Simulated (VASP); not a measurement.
Set up this calculation in VASP 6.6.1, as the native input.

- Task: single point
- Functional: PBEsol
- Potentials or basis: VASP PAW PBE potentials, release 64 (Ge_d)
- Cutoff: 520 eV
- k mesh: 11 × 11 × 10
- Occupations: fermi-dirac, width 0.05 eV
- Spin: no spin polarisation
- Ladder: free
- Further INCAR settings: ALGO = Normal; EDIFF = 1e-07; NBANDS = 13

The structure of Ge lies in POSCAR:

```
Ge
1.0
    1.3971490000     -2.6005160000      0.0000000000
    1.3971490000      2.6005160000      0.0000000000
    0.0000000000      0.0000000000      2.6982310000
Ge
1
Direct
    0.5000000000      0.5000000000      0.0000000000
```

This isn't the form of Ge at room conditions, which is diamond.

The input as run:

INCAR

```
  PREC = Accurate
  ENCUT = 520
  EDIFF = 1E-7
  ISMEAR = -1
  SIGMA = 0.05
  LREAL = False
  LASPH = True
  NELM = 60
  ALGO = Normal
  ISIF = 2
  LWAVE = False
  LCHARG = False
  GGA = PS
  NBANDS = 13
```

KPOINTS

```
regular mesh
0
Gamma
  11 11 10
```

Potentials or basis: VASP PAW PBE potentials, release 64 (Ge_d).

Launch:

```bash
$ cat potpaw_PBE.64/Ge_d/POTCAR > POTCAR
$ mpirun -np 1 vasp_std > vasp.out
```

Results of the run:

| Property | Result |
| --- | --- |
| Pressure | -4.2 GPa |
| Band gap on the k mesh | none (metal or under the smearing width) |

Caveat: the PAW data sets were made with another functional, which shifts forces and pressure a little.

Wall time 23 s on 1 thread of Intel(R) Xeon(R) Platinum 8259CL CPU @ 2.50GHz (Skylake/Cascade Lake) (shared host), peak memory 0.17 GiB.
